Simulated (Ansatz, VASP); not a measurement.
## Pt: VASP beside Ansatz

```
Pt
1.0
     2.61370    0.00000    0.00000
    -1.30685    2.26353    0.00000
     0.00000    0.00000    5.02050
Pt
2
Direct
  0.66667 0.33333 0.75000
  0.33333 0.66667 0.25000
```

Alike in both runs: task single point; functional PBE; k mesh 18 × 18 × 10; occupations gaussian, width 0.15 eV; no spin polarisation.

```csv
,VASP,Ansatz
version,VASP 6.6.1,Ansatz 0.2.0
potentials or method,"VASP PAW PBE potentials, release 64 (Pt)","scalar-relativistic, plane waves, PAW"
plane-wave cutoff (eV),520,420
valence electrons in the cell,20,36
```

Ansatz gave:

| Item | Value |
| --- | --- |
| gap on the k mesh at the Fermi level (eV) | none |
| pressure (GPa) | 24.7 |
| largest component of the traceless stress (GPa) | 24.33 |

Which values does VASP return?

gap on the k mesh at the Fermi level (eV): none; pressure (GPa): 24.0; largest component of the traceless stress (GPa): 24.18.

A gap of «none» marks a metal or a gap that the smearing closes. With one functional, cell and mesh, what is left measures potentials, basis and numerics. The two sets of potentials don't hold the same shells in valence.

Caveats: so large a pressure means that the cell lies far from this level's equilibrium, or that cutoff or potentials fall short (VASP). The runs have no spin-orbit coupling, so splittings on Pt are missing.
